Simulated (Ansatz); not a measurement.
## Hf: single point with BLYP+D3(BJ)

The system is Hf.

```xyz
2
Lattice="3.1967 0.0000 0.0000 -1.5983 2.7684 0.0000 0.0000 0.0000 5.0578" Properties=species:S:1:pos:R:3 pbc="T T T"
Hf    1.5984    0.9228    3.7934
Hf    0.0000    1.8456    1.2645
```

```
Program             : Ansatz 0.2.0
Task                : single point
Functional          : BLYP
Dispersion          : D3(BJ)
Potentials or basis : Ansatz PAW
Cutoff              : 420 eV (not typed: the program's choice for these potentials)
k mesh              : 7 × 7 × 4
Occupations         : methfessel-paxton, width 0.2 eV
Spin                : spin-orbit coupling, no magnetisation
```

| Property | Result |
| --- | --- |
| Pressure | -5.0 GPa |
| Band gap on the k mesh | none (metal or under the smearing width) |

Stress tensor (GPa, compression positive):
```
-5.31  0.00  0.00
 0.00 -5.31  0.00
 0.00  0.00 -4.32
```

Levels at points of the mesh, in eV from the Fermi level:
| k point | band 48 | band 49 | band 50 | band 51 | band 52 | band 53 | band 54 | band 55 | band 56 | band 57 |
| --- | --- | --- | --- | --- | --- | --- | --- | --- | --- | --- |
| (0.00, 0.00, 0.00) | -3.75 | 0.71 | 0.71 | 0.83 | 0.83 | 1.22 | 1.22 | 1.25 | 1.25 | 1.57 |
| (0.00, 0.00, -0.50) | -5.35 | 0.04 | 0.04 | 0.04 | 0.04 | 0.76 | 0.76 | 0.76 | 0.76 | 1.06 |

It took 5.2 s on 2 threads of AMD EPYC 7R43 64-Core Processor (Zen 3), on a shared host, peak memory 0.57 GiB.

Caveat: pairwise dispersion overbinds metals, which lowers pressure and volume; the PAW data sets come from PBE, with cores solved anew for the run's functional, which leaves a small shift of forces and pressure.
